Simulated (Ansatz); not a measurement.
# MoS2: energy and pressure over a range of volumes

The task here is to estimate one member of a computed series from the others.

Computed with Ansatz 0.2.0 (DFT PBE, scalar-relativistic, unless a step's input says otherwise).

## The structure to begin with

The structure is hexagonal, space group P6_3/mmc (No. 194). Conventional cell: a = 3.161 Å, b = 3.161 Å, c = 12.295 Å, α = 90.00°, β = 90.00°, γ = 120.00°. Mo (site symmetry -6m2) has 6 S at 2.37 Å as nearest neighbours. S (site symmetry 3m) is surrounded by 3 Mo at 2.37 Å.

As a file:

```cif
data_structure
_symmetry_space_group_name_H-M 'P 1'
_symmetry_Int_Tables_number 1
_cell_length_a 3.1610
_cell_length_b 3.1610
_cell_length_c 12.2950
_cell_angle_alpha 90.000
_cell_angle_beta 90.000
_cell_angle_gamma 120.000
_cell_volume 106.39
loop_
_atom_site_label
_atom_site_type_symbol
_atom_site_fract_x
_atom_site_fract_y
_atom_site_fract_z
_atom_site_occupancy
Mo1 Mo 0.33333 0.66667 0.25000 1
Mo2 Mo 0.66667 0.33333 0.75000 1
S1 S 0.33333 0.66667 0.62750 1
S2 S 0.66667 0.33333 0.12750 1
S3 S 0.33333 0.66667 0.87250 1
S4 S 0.66667 0.33333 0.37250 1
```

Atoms are numbered in the order of the input: Mo1, Mo2, S3, S4, S5, S6.

Set-up of the first run:

input.yaml reads:

```yaml
crystal:
  lattice:
    - [3.0964732586, 0.0, 0.0]
    - [-1.5482366293, 2.6816245041, 0.0]
    - [0.0, 0.0, 12.0440112067]
  atoms:
    - { symbol: Mo, position: [0.3333333333, 0.6666666667, 0.25] }
    - { symbol: Mo, position: [0.6666666667, 0.3333333333, 0.75] }
    - { symbol: S, position: [0.3333333333, 0.6666666667, 0.6275] }
    - { symbol: S, position: [0.6666666667, 0.3333333333, 0.1275] }
    - { symbol: S, position: [0.3333333333, 0.6666666667, 0.8725] }
    - { symbol: S, position: [0.6666666667, 0.3333333333, 0.3725] }
kpoints:
  mp_grid: { grid: [10, 10, 3] }
  band_path:
    path:
      - [0.0, 0.0, 0.0]
      - [0.5, 0.0, 0.0]
      - [0.3333333333, 0.3333333333, 0.0]
      - [0.0, 0.0, 0.0]
      - [0.0, 0.0, 0.5]
      - [0.5, 0.0, 0.5]
      - [0.3333333333, 0.3333333333, 0.5]
      - [0.0, 0.0, 0.5]
      - [0.5, 0.0, 0.5]
    npoints: 5
scf:
  occupations: { method: fermi_dirac, width: 0.03 }
hamiltonian:
  xc: pbe
  pseudopotentials: { kind: all_electron, lapw: { basis_error: 0.001 } }
output:
  forces: true
  stress: true
  eigenvalues: true
```

Launch:

```
$ ansatz run input.yaml --threads 2 --pin off --max-ram 6144MiB --backend cpu --events-out ev --progress --plain --runs-dir out
```

Steps of the session up to this table: Volume × 0.94, LAPW; Volume × 0.94, PAW; Volume × 0.94, crystal datasets; Volume × 0.98, LAPW; Volume × 0.98, PAW; Volume × 0.98, crystal datasets; Volume × 1.01, LAPW; Volume × 1.01, PAW; Volume × 1.01, crystal datasets; Volume × 1.04, LAPW; Volume × 1.04, PAW; Volume × 1.04, crystal datasets.

One of the session's tables, all rows but one given; the rest of the session is left out.

```
          method  volume (Å³/atom)  pressure (GPa)  largest force (eV/Å)
            LAPW            16.668           21.22                 2.480
            LAPW            17.377           12.60                 1.606
            LAPW            17.909            7.20                 1.032
            LAPW            18.441            2.57                 0.518
             PAW            16.668           21.20                 2.479
             PAW            17.377           12.58                 1.605
             PAW            17.909            7.18                 1.031
             PAW            18.441            2.55                 0.517
crystal datasets            16.668           21.22                 2.480
crystal datasets            17.377           12.60                 1.606
crystal datasets            17.909            7.20                 1.032
crystal datasets            18.441               ?                     ?
```

Q: Estimate the row for crystal datasets, 18.441 from the others.

As computed: pressure (GPa): 2.56; largest force (eV/Å): 0.518. In the column «pressure (GPa)» it lies between PAW, 18.441 (2.55) and LAPW, 18.441 (2.57).

Caveats from the session: Warnings in the runs' records: gradients without spin orbit, crystal datasets made.
